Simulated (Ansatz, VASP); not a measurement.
**Cross-check of Ti (free-standing triangular Ti monolayer, spacing 2.603 A) between VASP and Ansatz**

One calculation is typed for both programs; each brings its own data sets. How far apart do they land? The cell is taken from a series of runs on this material, whose earlier steps may have relaxed, scaled, displaced or heated it; both programs get it as it stands.

Program: Ansatz 0.2.0. Level of theory: plane waves, with VASP 6.6.1 beside it; single point at PBE. Results are calculated unless marked as measured.

**1. Starting point**

The cell holds 1 atom: 1 Ti. Its edges and angles: a = 2.328 Å, b = 2.328 Å, c = 14.000 Å, α = 90.0°, β = 90.0°, γ = 120.0°. As first built, before any earlier steps moved the atoms (in the runner's words): model lattice. Vacuum lies along c.

Coordinates:

```xyz
1
Lattice="2.3282 0.0000 0.0000 -1.1641 2.0163 0.0000 0.0000 0.0000 14.0000" Properties=species:S:1:pos:R:3
Ti    0.0000    0.0000    7.0000
```

**2. VASP: single point, PBE, pair 1**

With cell and atoms fixed, the geometry can't cause a difference; cores, projectors, grids and the points listed under the comparison can.

Lines of VASP's logs that name or quote its potential files are left out, and so is its time.

The input, INCAR:

```
SYSTEM = Ti
PREC = Accurate
ENCUT = 500
EDIFF = 1E-06
NELM = 120
ISMEAR = -1
SIGMA = 0.05
LREAL = .FALSE.
ALGO = Normal
GGA = PE
NBANDS = 12
LASPH = .TRUE.
LORBIT = 11
LWAVE = .FALSE.
LCHARG = .FALSE.
ISIF = 2
GGA_COMPAT = .FALSE.
```

The input, POSCAR:

```
Ti
1.0
    2.3281939800      0.0000000000      0.0000000000
   -1.1640969900      2.0162750200      0.0000000000
    0.0000000000      0.0000000000     14.0000000000
Ti
1
Direct
    0.0000000000      0.0000000000      0.5000000000
```

The input, KPOINTS:

```
Automatic mesh
0
Gamma
26 26 1
0 0 0
```

PAW data sets: Ti_sv (PBE family, release 64).

Started as:

```bash
> mpirun -np 1 vasp_std
```

Numbers of over 12 decimals in the logs are rounded to 6 here.

The program printed:

```text
[banner, memory and clock lines left out]
running    1 mpi-ranks, on    1 nodes
 distrk:  each k-point on    1 cores,    1 groups
 distr:  one band on    1 cores,    1 groups

 POSCAR found type information on POSCAR Ti
 POSCAR found :  1 types and       1 ions
 LDA part: xc-table for (Slater+PW92), standard interpolation
 POSCAR, INCAR and KPOINTS ok, starting setup
 FFT: planning ... GRIDC
 FFT: planning ... GRID_SOFT
 FFT: planning ... GRID
 WAVECAR not read
 entering main loop
       N       E                     dE             d eps       ncg     rms          rms(c)
DAV:   1     0.103313887679E+03    0.10331E+03   -0.70078E+03  1776   0.884E+02
DAV:   2     0.572349367547E+01   -0.97590E+02   -0.92106E+02  1824   0.260E+02
DAV:   3    -0.534787989930E+01   -0.11071E+02   -0.10337E+02  3172   0.759E+01
DAV:   4    -0.575463780558E+01   -0.40676E+00   -0.40328E+00  1864   0.141E+01
DAV:   5    -0.577177329574E+01   -0.17135E-01   -0.17130E-01  2204   0.239E+00    0.114E+01
DAV:   6    -0.544284142833E+01    0.32893E+00   -0.48295E-01  1860   0.502E+00    0.616E+00
DAV:   7    -0.535197529872E+01    0.90866E-01   -0.45277E-01  1972   0.638E+00    0.875E-01
DAV:   8    -0.535050825546E+01    0.14670E-02   -0.20614E-02  1988   0.126E+00    0.487E-01
DAV:   9    -0.534640178168E+01    0.41065E-02   -0.22025E-02  2060   0.114E+00    0.267E-01
DAV:  10    -0.534384612324E+01    0.25557E-02   -0.79944E-03  1864   0.868E-01    0.932E-02
DAV:  11    -0.534336445050E+01    0.48167E-03   -0.95318E-04  1872   0.287E-01    0.828E-02
DAV:  12    -0.534232924512E+01    0.10352E-02   -0.11063E-03  2172   0.149E-01    0.393E-02
DAV:  13    -0.534265371030E+01   -0.32447E-03   -0.49084E-04  1784   0.141E-01    0.368E-02
DAV:  14    -0.534284982534E+01   -0.19612E-03   -0.67575E-05  2228   0.495E-02    0.109E-02
DAV:  15    -0.534342438384E+01   -0.57456E-03   -0.15504E-04  1876   0.398E-02    0.103E-02
DAV:  16    -0.534351568599E+01   -0.91302E-04   -0.21497E-05  1784   0.137E-02    0.181E-03
DAV:  17    -0.534353067903E+01   -0.14993E-04   -0.15615E-06  1756   0.608E-03    0.227E-03
DAV:  18    -0.534353326940E+01   -0.25904E-05   -0.24212E-07  1472   0.278E-03    0.627E-04
DAV:  19    -0.534353358297E+01   -0.31357E-06   -0.49034E-08  1360   0.118E-03
   1 F= -.53435336E+01 E0= -.53358292E+01  d E =-.154087E-01
```

Parts of OUTCAR (step 2):

```text
ion  position               nearest neighbor table
   1  0.000  0.000  0.500-

  LATTYP: Found a hexagonal cell.
 ALAT       =     2.3281939800
 C/A-ratio  =     6.0132446524

 Subroutine GETGRP returns: Found 24 space group operations
 (whereof 24 operations were pure point group operations)

The static configuration has the point symmetry D_6h.

 Found     70 irreducible k-points:

   k-points           NKPTS =     70   k-points in BZ     NKDIM =     70   number of bands    NBANDS=     12

   dimension x,y,z NGX =    18 NGY =   18 NGZ =  108
   dimension x,y,z NGXF=    36 NGYF=   36 NGZF=  216

   ENCUT  =  500.0 eV  36.75 Ry    6.06 a.u.   4.24  4.24 25.53*2*pi/ulx,y,z

   NELECT =      12.0000    total number of electrons

 k-points in reciprocal lattice and weights: Automatic mesh
   0.00000000  0.00000000  0.00000000       0.001
   0.03846154 -0.00000000  0.00000000       0.009
   0.07692308 -0.00000000  0.00000000       0.009
   0.11538462 -0.00000000  0.00000000       0.009
   0.15384615 -0.00000000  0.00000000       0.009
   0.19230769  0.00000000  0.00000000       0.009
   0.23076923 -0.00000000  0.00000000       0.009
   0.26923077 -0.00000000  0.00000000       0.009
   0.30769231 -0.00000000  0.00000000       0.009
[...]
0.30769231  0.30769231  0.00000000       0.009
   0.34615385  0.30769231  0.00000000       0.009

 average (electrostatic) potential at core
       1 -80.8127

 E-fermi :  -1.3980

 k-point     1 :       0.0000    0.0000    0.0000
  band No.  band energies     occupation
    ...
      2     -33.6721      2.00000
      3     -32.0091      2.00000
      4     -32.0091      2.00000
      5      -5.0812      2.00000
      6      -2.3793      2.00000
      7      -1.2454      0.09027
      8       0.2995      0.00000
      9       0.2995      0.00000
     10       2.8097      0.00000
     11       3.6518      0.00000
    ...

 k-point     2 :       0.0385   -0.0000    0.0000
  band No.  band energies     occupation
    ...
      2     -33.6633      2.00000
      3     -32.0608      2.00000
      4     -32.0200      2.00000
      5      -4.9963      2.00000
      6      -2.3305      2.00000
      7      -1.2406      0.08233
      8       0.2306      0.00000
      9       0.3654      0.00000
     10       2.8627      0.00000
     11       3.5276      0.00000
    ...

 k-point     3 :       0.0769   -0.0000    0.0000
  band No.  band energies     occupation
    ...
      2     -33.6375      2.00000
      3     -32.2120      2.00000
      4     -32.0520      2.00000
      5      -4.7498      2.00000
      6      -2.1872      2.00000
      7      -1.2335      0.07188
      8       0.0412      0.00000
      9       0.5609      0.00000
     10       3.0217      0.00000
     11       3.3168      0.00000
    ...

  Total        4.7373602      4.7373597     -0.0109638     -0.0000000     -0.0000000      0.0000000
  in kB      115.4915008    115.4914880     -0.2672852     -0.0000000     -0.0000000      0.0000000
  external PRESSURE =      76.9052346 kB  Pullay stress =       0.0000000 kB

  energy-cutoff  :      500.00
  volume of cell :       65.72
      direct lattice vectors                 reciprocal lattice vectors
     2.328193980  0.000000000  0.000000000     0.429517475  0.247982044  0.000000000
    -1.164096990  2.016275020  0.000000000     0.000000000  0.495964087  0.000000000
     0.000000000  0.000000000 14.000000000     0.000000000  0.000000000  0.071428571

 POSITION                                       TOTAL-FORCE (eV/Angst)
 -----------------------------------------------------------------------------------
      0.00000      0.00000      7.00000         0.000000      0.000000      0.000000
 -----------------------------------------------------------------------------------
    total drift:                               -0.000000      0.000000      0.000000

  FREE ENERGIE OF THE ION-ELECTRON SYSTEM (eV)
  ---------------------------------------------------
  free  energy   TOTEN  =        -5.3435335830 eV

  energy  without entropy=       -5.3281248441  energy(sigma->0) =       -5.33582921

 total charge
# of ion       s       p       d       tot
------------------------------------------
    1        2.288   6.068   2.557  10.914

[... 3 further parts left out ...]
```

**3. Ansatz: single point, PBE, pair 1**

Ansatz runs on its PAW soft_1 files.

The same cell, functional, mesh and smearing now go to Ansatz.

The input, input.yaml:

```yaml
crystal:
  lattice:
    - [2.32819398, 0.0, 0.0]
    - [-1.16409699, 2.01627502, 0.0]
    - [0.0, 0.0, 14.0]
  atoms:
    - { symbol: Ti, position: [0.0, 0.0, 0.5] }
kpoints:
  mp_grid: { grid: [26, 26, 1] }
hamiltonian:
  xc: pbe
  pseudopotentials: { kind: paw, azcp: { folder: soft_1 } }
scf:
  occupations: { method: fermi_dirac, width: 0.05 }
  max_iter: 120
  convergence: { dr2_threshold: 1.0e-08 }
basis:
  ecutwfc: 420.0
output:
  stress: true
```

Started as:

```bash
> ansatz run input.yaml --threads 1 --pin off --max-ram 2560MiB --backend cpu --events-out ev --progress --plain --runs-dir out
```

The program printed:

```text
Warning: crystal.lattice misses the space group found at crystal.symmetry.tolerance 1.0e-5 in a digit that the deck types, which is why this is a warning: making the lattice exact moves one of its numbers by a whole unit of that number's last typed decimal, or more. The operation that it misses by the most changes a squared length by the fraction 9.59e-8. The run uses the lattice that is a stretch of the typed one, w [...]
Warning: output.stress: scf.convergence.dr2_threshold = 1e-8 eV is looser than the 1e-10 eV advised for a printed stress (1e-10 eV for each atom of the cell: 1). What an SCF threshold leaves in a stress goes as its square root, and in the free energy as the threshold itself, and one threshold admits the most on a small cell: [figures from the program's tests cut] Set scf.convergence.dr2_threshold to 1e-10 eV or tighter. The threshold is an SCF's pass mark: one that does not reach it within its budget of iterations ends unconverged, or closes short of it on a stop that the run arms, and scf.convergence.dr2_threshold's page says what that costs each kind of run
Engine: ansatz 0.2.0, aarch64-unknown-linux-gnu
Pseudopotentials: kind: paw
Pseudopotential: Ti, paw, valence charge 12, recommended cutoff 420 eV (normal), soft_1/Ti.paw.azcp
Functional definition: PBE
  parameter kappa = 0.804
  parameter beta = 0.066725
  exchange = pbe_x(kappa = kappa, mu = beta*pi^2/3)
  correlation = pbe_c(beta = beta)
Crystal: 1 atoms, lattice volume = 65.720 Å³
Basis set: ecut = 420 eV, 1259 PW (Γ)
Bands: 10, of which v1, the nominal top of the filled ones, is band 6 counted from 1 (5 counted from 0)
Symmetry: 24 space group operations
Space group: P6/mmm (ITA 191), of the structure as read, at distance tolerance 4.0e-5 Å
k-points: 70 of 676
Non-local potential: Ti, projectors of the file, l = 0: 3, l = 1: 2, l = 2: 3, l = 3: 1
PAW form: soft (Blöchl's): semilocal exchange-correlation on the pseudo side does not see the compensation charge
PAW one-centre angular grid: Ti, 590 points (default); XC on 64 Gauss nodes
Initial density: superposition of atomic densities (neutral atoms: chi_scale 0, normalization atom)
Initial wavefunctions: pseudopotential atomic-orbital guess
Functional: x = pbe(κ = 0.804, μ = 0.219515), c = pbe(β = 0.066725)
SCF iter   1: F=—  HF=-2498.789957 eV  |F-HF|=—  |Δ(HF+E_count)|=         —  Δρ=5.31e-2  dr2=5.51e0  ethr=3.10e-3  ⟨swp⟩=7.5  Hψ=5311  notcnv=0
preconditioner: auto → LDOS  [metal: Δε(μ)=0.057 eV  Ē_g=5.102 eV  σ=0.050 eV  W_gap=0.28  n_scr=8 (ndim 8)  ℏωp=9.2 eV  f_vac=0.615  D(μ)=0.99/eV (n_scr^D=6)  β→1.0]
SCF iter   2: F=—  HF=-2497.242682 eV  |F-HF|=—  |Δ(HF+E_count)|=    1.55e0  Δρ=3.80e-2  dr2=9.50e-1  ethr=3.10e-3  ⟨swp⟩=3.2  Hψ=2248  notcnv=0
SCF iter   3: F=—  HF=-2497.245580 eV  |F-HF|=—  |Δ(HF+E_count)|=   2.90e-3  Δρ=1.27e-2  dr2=3.34e-1  ethr=3.10e-3  ⟨swp⟩=3.7  Hψ=1979  notcnv=0
SCF iter   4: F=—  HF=-2497.177549 eV  |F-HF|=—  |Δ(HF+E_count)|=   6.80e-2  Δρ=3.64e-3  dr2=2.73e-2  ethr=2.79e-3  ⟨swp⟩=2.2  Hψ=1239  notcnv=0
SCF iter   5: F=—  HF=-2497.171489 eV  |F-HF|=—  |Δ(HF+E_count)|=   6.06e-3  Δρ=1.16e-3  dr2=1.51e-3  ethr=2.28e-4  ⟨swp⟩=2.8  Hψ=1186  notcnv=0
SCF iter   6: F=—  HF=-2497.171758 eV  |F-HF|=—  |Δ(HF+E_count)|=   2.69e-4  Δρ=3.42e-4  dr2=1.04e-4  ethr=1.26e-5  ⟨swp⟩=2.2  Hψ=955  notcnv=0
SCF iter   7: F=—  HF=-2497.171850 eV  |F-HF|=—  |Δ(HF+E_count)|=   9.14e-5  Δρ=1.11e-4  dr2=1.35e-5  ethr=8.66e-7  ⟨swp⟩=2.4  Hψ=982  notcnv=0
SCF iter   8: F=—  HF=-2497.171857 eV  |F-HF|=—  |Δ(HF+E_count)|=   7.09e-6  Δρ=2.39e-5  dr2=1.88e-6  ethr=1.12e-7  ⟨swp⟩=1.9  Hψ=807  notcnv=0
SCF iter   9: F=—  HF=-2497.171857 eV  |F-HF|=—  |Δ(HF+E_count)|=   1.19e-7  Δρ=3.83e-6  dr2=2.63e-8  ethr=1.56e-8  ⟨swp⟩=2.0  Hψ=829  notcnv=0
SCF iter  10: F=-2497.171857 eV  HF=-2497.171857 eV  |F-HF|=7.17e-10  |Δ(HF+E_count)|=  1.07e-10  Δρ=8.78e-7  dr2=1.08e-9  ethr=8.33e-11  ⟨swp⟩=5.6  Hψ=2424  notcnv=0
SCF 1 converged in 10 iterations: F = -2497.171857 eV  dr2 = 1.08e-9
  greatest PAW one-centre occupation: 0.998 electrons in one spin orbital (limit 2), on the Ti atom at site 0 (counted from 0), in its partial waves of l = 0
SCF converged after 10 iterations
Free energy (F): -2497.171857 eV
Harris-Foulkes:  -2497.171857 eV  (|F-HF|=7.17e-10)
Internal energy: -2497.156735 eV  (E = F + TS)
E sigma→0 (E₀):  -2497.164296 eV
Entropy (-TS):   -0.015122 eV (-15.122 meV/atom)
Fermi energy:    -0.092428 eV
--- Per-component energies (eV) ---
  E_band       = -309.103477
  E_kinetic    = 293.535447
  E_local      = -5768.277238  (includes V_loc(G=0)·N_el)
  E_nonlocal   = 65.771729
  E_hartree    = 2714.174000
  E_xc         = -117.670748
  E_vxc        = -147.538804  (∫ρ·V_xc dr)
  E_paw        = -1046.362964  (= ΣΔE_a)
  E_vpaw       = -180.939599  (= ΣTr[D̂ρ^β])
  E_aug_tail   = -0.000086  (compensation charges beyond the density's cutoff)
  E_ewald      = 1361.673126
  E_smearing   = -0.015122  (= −TS)
  E_closure    = -0.000000  (closes the sum)
  Σ components = -2497.171857   (vs F -2497.171857, Δ=0.00e0)
--- Stress (GPa, compression-positive) ---
       11.398048       0.000000      -0.000000
       -0.000000      11.398048       0.000000
       -0.000000       0.000000      -0.000417
  P = ⅓ Tr σ = 7.5986 GPa (75.986 kbar)
```

Reading the cycles: dr2 is the Hartree energy of the density residual (eV), the measure of convergence; HF is the Harris–Foulkes estimate of the energy, which meets the free energy F at convergence.

**4. Differences**

Known differences besides the potentials themselves: the cutoff is 420 eV in Ansatz and 500 eV in VASP. Total energies have different zeros and are not compared.

Compared:

```
      quantity  Ansatz  VASP  difference
pressure (GPa)    7.60  7.69       -0.09
```

With vacuum in the cell, a pressure given here is an average over mostly empty space and none of the material.

**5. VASP: single point, PBE, pair 2**

A single point gives forces, pressure and levels at one fixed geometry, so differences don't come from the geometry; what else differs is listed under the comparison.

INCAR is that of step 2.

The input, POSCAR:

```
Ti
1.0
    2.4279167700      0.0000000000      0.0000000000
   -1.2139583800      2.1026374800      0.0000000000
    0.0000000000      0.0000000000     14.0000000000
Ti
1
Direct
    0.0000000000      0.0000000000      0.5000000000
```

KPOINTS is that of step 2.

Started as:

```bash
> mpirun -np 1 vasp_std
```

The program printed:

```text
[... set-up lines as in an earlier step ...]
 entering main loop
       N       E                     dE             d eps       ncg     rms          rms(c)
DAV:   1     0.961841387578E+02    0.96184E+02   -0.69222E+03  1816   0.871E+02
DAV:   2     0.553752012481E+01   -0.90647E+02   -0.85853E+02  1840   0.253E+02
DAV:   3    -0.566404008820E+01   -0.11202E+02   -0.10908E+02  3148   0.740E+01
DAV:   4    -0.602744248577E+01   -0.36340E+00   -0.36294E+00  1868   0.137E+01
[...]
DAV:  17    -0.567610928236E+01   -0.61803E-05   -0.53410E-07  1504   0.277E-03    0.579E-04
DAV:  18    -0.567611042693E+01   -0.11446E-05   -0.11764E-07  1468   0.130E-03    0.120E-04
DAV:  19    -0.567611046352E+01   -0.36590E-07   -0.99468E-09  1340   0.474E-04
   1 F= -.56761105E+01 E0= -.56672384E+01  d E =-.177441E-01
```

OUTCAR, selected parts (step 5):

```text
  Total        3.2049247      3.2049243     -0.0118175      0.0000000      0.0000000     -0.0000000
  in kB       71.8459308     71.8459226     -0.2649174      0.0000002      0.0000000     -0.0000000
  external PRESSURE =      47.8089787 kB  Pullay stress =       0.0000000 kB

 POSITION                                       TOTAL-FORCE (eV/Angst)
 -----------------------------------------------------------------------------------
      0.00000      0.00000      7.00000        -0.000000      0.000000      0.000000
 -----------------------------------------------------------------------------------
    total drift:                                0.000000      0.000000      0.000000

  FREE ENERGIE OF THE ION-ELECTRON SYSTEM (eV)
  ---------------------------------------------------
  free  energy   TOTEN  =        -5.6761104635 eV

  energy  without entropy=       -5.6583663868  energy(sigma->0) =       -5.66723843

[... 1 part as in an earlier step ...]

[... 2 further parts left out ...]
[key lines of the parts left out:]
E-fermi :  -1.5164
```

(Part 1 of 2 ends here.)

[Lines on the potential files, build, host, timing and source positions are cut from VASP's logs without a mark.]

[Logs are printed without paths, hosts, clocks, repeated set-up lines and the standing remarks that a program may print on its own settings, such as how far it seeks lower states.]

[Hosts, paths, dates, database ids (printed as entryN), source tags and the programs' standing remarks are cut or masked in the printed files.]
